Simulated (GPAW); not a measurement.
Write an ASE script for GPAW 26.7.0 that does the following.

```
Task                : single point
Functional          : PBE
Potentials or basis : GPAW PAW data sets (gpaw-data 1.2.1)
Cutoff              : 600 eV
Basis               : pw
k mesh              : 10 × 10 × 10
Occupations         : gaussian, width 0.02 eV
Spin                : no spin polarisation
Maxiter             : 150
```

Hf:

```
CELL_PARAMETERS angstrom
0.00000 2.22000 2.22000
2.22000 0.00000 2.22000
2.22000 2.22000 0.00000
ATOMIC_POSITIONS crystal
Hf 0.00000 0.00000 0.00000
```

This isn't the form of Hf at room conditions, which is hcp.

One way to write it, as run:

run.py

```python
from ase import Atoms
from ase.dft.bandgap import bandgap
from ase.io import write
from ase.units import GPa
from gpaw import GPAW, PW

atoms = Atoms(['Hf'],
              cell=[[0.0, 2.22, 2.22],
                    [2.22, 0.0, 2.22],
                    [2.22, 2.22, 0.0]],
              scaled_positions=[[0.0, 0.0, 0.0]],
              pbc=True)

calc = GPAW(mode=PW(600),
            xc='PBE',
            kpts={'size': (10, 10, 10), 'gamma': True},
            occupations={'name': 'methfessel-paxton', 'order': 0, 'width': 0.02},
            nbands=14,
            convergence={'density': 1e-05, 'energy': 1e-05},
            maxiter=150,
            txt='gpaw.txt')
atoms.calc = calc
energy = atoms.get_potential_energy()
forces = atoms.get_forces()
stress = atoms.get_stress()
calc.write('gs.gpw')
write('result.traj', atoms)
print(f'Energy: {energy:.6f} eV')
print('Forces (eV/A):')
print(forces.round(4))
print('Stress (GPa):', (stress / GPa).round(3))
print('Fermi level:', round(calc.get_fermi_level(), 4), 'eV')
print(f'Gap: {bandgap(calc)[0]:.4f} eV, direct: {bandgap(calc, direct=True)[0]:.4f} eV')
```

Potentials or basis: GPAW PAW data sets (gpaw-data 1.2.1), pw.

The run is started by

```sh
$ OMP_NUM_THREADS=1 python run.py
```

It gave:

```json
{
  "Pressure": "3.2 GPa",
  "Band gap on the k mesh": "none (metal or under the smearing width)"
}
```

Wall time 7.8 s on 1 thread of Arm Neoverse V2 (shared host), peak memory 0.13 GiB.
